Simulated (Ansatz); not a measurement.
SrO:

```
Sr O
1.0
     0.00000    2.56630    2.56630
     2.56630    0.00000    2.56630
     2.56630    2.56630    0.00000
Sr O
1 1
Direct
  0.50000 0.50000 0.50000
  0.00000 0.00000 0.00000
```

Base run:

- Program: Ansatz 0.2.0
- Functional: PBE
- Potentials or basis: Ansatz PAW
- Cutoff: 420 eV (not typed: the program's choice for these potentials)
- k mesh: 9 × 9 × 9
- Occupations: fermi-dirac, width 0.05 eV
- Spin: no spin polarisation

Its results: band gap on the k mesh 3.37 eV, indirect (least direct gap 3.45 eV); pressure 3.3 GPa.

**Question.** After a change of settings the same cell gave: band gap on the k mesh 3.89 eV, indirect (least direct gap 3.97 eV); pressure 1.5 GPa. Which change was it?
A. functional from PBE to PBEsol
B. functional from PBE to revPBE
C. functional from PBE to r2SCAN; cutoff from 420 eV (not typed: the program's choice for these potentials) to 500 eV (not typed: the program's choice for these potentials); k mesh from 9 × 9 × 9 to 7 × 7 × 7
D. functional from PBE to RPBE

**Answer.** C.

Caveats: the k mesh misses the band edges, so the gap on the mesh is wider than the one along the path; the PAW data sets come from PBE, with cores solved anew for the run's functional, which leaves a small shift of forces and pressure (some runs).
